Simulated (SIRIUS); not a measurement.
**MgO under changes of volume**

One of the cells (9.221 Å³/atom); the others are scaled copies at fixed shape and fractional positions:

```
Mg O
1.0
     0.00000    2.09700    2.09700
     2.09700    0.00000    2.09700
     2.09700    2.09700    0.00000
Mg O
1 1
Cartesian
  0.0000 0.0000 0.0000
  2.0970 2.0970 2.0970
```

The cell is a database's computed one.

| Property | Result |
| --- | --- |
| Program | SIRIUS 7.12.0 |
| Functional | PBEsol |
| Potentials or basis | all-electron FP-LAPW |
| Cutoff | 290 eV |
| Basis | apw+lo standard |
| k mesh | 11 × 11 × 11 |
| Occupations | fermi-dirac, width 0.05 eV |
| Spin | no spin polarisation |

```tsv
volume (Å³/atom)	energy over the lowest point (meV/atom)	gap on the mesh (eV)
8.668	27.72	5.40
8.853	14.13	5.18
9.037	5.42	4.97
9.221	0.72	4.77
9.406	0.00	4.57
9.590	?	?
9.775	8.61	4.22
```

Question: What does the run at 9.590 Å³/atom give?

Answer: Energy over the lowest point 2.71 meV/atom; gap on the mesh 4.39 eV.

Worked out: A Birch-Murnaghan fit of order 3 (a polynomial in V^(-2/3)) to the other rows has its minimum at 9.35 Å³/atom with B0 = V·E''(V) = 158 GPa and B' = 3.9. It gives 2.70 meV/atom at 9.590 Å³/atom, against the run's 2.71. A straight line through the other rows of the gap, of slope -9.84 eV per unit of ln V (its deformation potential), gives 4.39 eV, against the run's 4.39.

Energies are extrapolated to zero smearing.
